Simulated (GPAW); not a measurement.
# GaAs: single point with PBE

**What was measured.**

“Evidence of valence band perturbations in GaAsN/GaAs(001): A combined variable-angle spectroscopic ellipsometry and modulated photoreflectance investigation”, 2008, arxiv:0805.2212 reports, for a bulk crystal of GaAs at 300 K: band gap 1.412 ± 0.01 eV (direct).

Crystal: GaAs.

```
As Ga
1.0
     0.00000    2.82685    2.82685
     2.82685    0.00000    2.82685
     2.82685    2.82685    0.00000
As Ga
1 1
Direct
  0.75000 0.75000 0.75000
  0.00000 0.00000 0.00000
```

- Program: GPAW 26.7.0
- Task: single point
- Functional: PBE
- Potentials or basis: GPAW PAW data sets (gpaw-data 1.2.1)
- Cutoff: 600 eV
- Basis: pw
- k mesh: 8 × 8 × 8
- Occupations: gaussian, width 0.028 eV
- Spin: no spin polarisation

```yaml
Pressure: 4.3 GPa
Band_gap_on_the_k_mesh: 0.59 eV, direct
```

Levels at points of the mesh, in eV from the valence-band top:
```tsv
k point	band 1	band 2	band 3	band 4	band 5	band 6	band 7
(0.00, 0.00, 0.00)	-12.70	0.00	0.00	0.00	0.59	3.77	3.77
(0.50, 0.50, 0.00)	-10.34	-6.79	-2.66	-2.66	1.48	1.68	10.22
(0.50, 0.50, 0.50)	-11.06	-6.61	-1.13	-1.13	1.05	4.67	4.67
```

It took 10 s on 1 thread of Arm Neoverse V1, with other jobs on the host, peak memory 0.15 GiB.

Measured gap of GaAs: 1.412 eV (direct; 300 K; “Evidence of valence band perturbations in GaAsN/GaAs(001): A combined variable-angle spectroscopic ellipsometry and modulated photoreflectance investigation”, 2008, arxiv:0805.2212). This calculation gives 0.59 eV (-0.83 eV). 3 values of this kind are on record (1.412 to 1.51 eV); this one was drawn at random among those near their median, those with a stated uncertainty first. Spin-orbit coupling on As, Ga is left out. The value is that of PBE on a finite k mesh, which can miss the band edges, without temperature or zero-point motion. Semilocal functionals fall short of measured gaps as a rule.
